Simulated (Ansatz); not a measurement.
Crystal: CoO.

```
CELL_PARAMETERS angstrom
3.08113 0.00000 0.00000
0.00000 4.20139 0.00000
-2.87771 0.00000 3.07857
ATOMIC_POSITIONS crystal
Co 0.00000 0.25195 0.25000
Co 0.00000 0.74805 0.75000
O 0.00000 0.24939 0.75000
O 0.00000 0.75061 0.25000
```

The cell is a database's computed one.

```yaml
Program: Ansatz 0.2.0
Task: single point
Functional: PBE
Potentials_or_basis: Ansatz PAW
Cutoff: "420 eV (not typed: the program's choice for these potentials)"
k_mesh: 12 × 6 × 9
Occupations: fermi-dirac, width 0.05 eV
Spin: collinear spin, ferromagnetic start
Starting_moments: "[2.0, 2.0, 0.0, 0.0] μB"
```

On this cell: pressure -5.5 GPa; largest force 0.031 eV/Å; net moment 5.83 μB per cell; site moments Co +2.47; O +0.31 μB; band gap on the k mesh none (metal or under the smearing width).

The same run follows on a disturbed copy (atoms moved at random, drawn with an rms of 0.05 Å):

```
CELL_PARAMETERS angstrom
3.08113 0.00000 0.00000
0.00000 4.20139 0.00000
-2.87771 0.00000 3.07857
ATOMIC_POSITIONS crystal
Co 0.99162 0.24480 0.25443
Co 0.98492 0.75343 0.74839
O 0.01027 0.26590 0.74980
O 0.01063 0.74227 0.25124
```

Q: What does the disturbed cell give?

A: The energy (extrapolated to zero smearing) moves by +2.6 meV/atom; pressure -5.2 GPa; largest force 0.370 eV/Å; net moment 5.83 μB per cell; site moments Co +2.45, +2.44; O +0.31 μB; band gap on the k mesh none (metal or under the smearing width).

Forces in eV/Å, atoms in the order of the input:
```
Co   0.028 -0.225 -0.148
Co   0.016  0.318 -0.137
O   -0.054 -0.321  0.174
O    0.010  0.228  0.111
```

Stress tensor (GPa, compression positive):
```
-5.42 -0.13 -0.73
-0.13 -5.20  0.09
-0.73  0.09 -5.05
```

Caveats: semilocal functionals often make such compounds metallic where correlation or magnetic order opens a gap, which also shifts bond lengths.
